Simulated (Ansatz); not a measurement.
YN: levels along high-symmetry lines

```xyz
2
Lattice="0.0000 2.4385 2.4385 2.4385 0.0000 2.4385 2.4385 2.4385 0.0000" Properties=species:S:1:pos:R:3 pbc="T T T"
Y     0.0000    0.0000    0.0000
N     2.4385    2.4385    2.4385
```

Atom numbers follow the list: Y1, N2.

The cell comes from COD entry 9008768, which wasn't checked; take it as a given geometry.

Theory: Ansatz 0.2.0, DFT, LDA, all-electron LAPW, scalar-relativistic.

Numerical set-up: a Γ-centred 11×11×11 k mesh, Fermi–Dirac smearing of 0.03 eV, basis error target 1 meV/atom, no spin polarisation.

Points in fractions of the reciprocal vectors of this cell: Γ (0, 0, 0), X (0.5, 0, 0.5), U (0.625, 0.25, 0.625), K (0.375, 0.375, 0.75), L (0.5, 0.5, 0.5), W (0.5, 0.25, 0.75). The path joins them by straight lines in the order Γ–X–U–K–Γ–L–W–X; legs that retrace an earlier one aren't tabulated. Energies are in eV from the top of the valence band.

(1) Is there a gap, and where are the band edges?

(2) List the levels between -8 and 3 eV at the symmetry points.

Answers

(1) 0.09 eV, indirect from Γ to X (0.5, 0, 0.5) (so small a gap may close at points that the mesh and path miss).

(2) 
Γ: 0.00 (×3)
X: -1.48, -0.38 (×2), 0.09
U: -2.22, -1.58, -1.32, 2.40
K: -2.22, -1.58, -1.32, 2.40
L: -4.14, -2.29 (×2)
W: -2.18, -1.54 (×2)
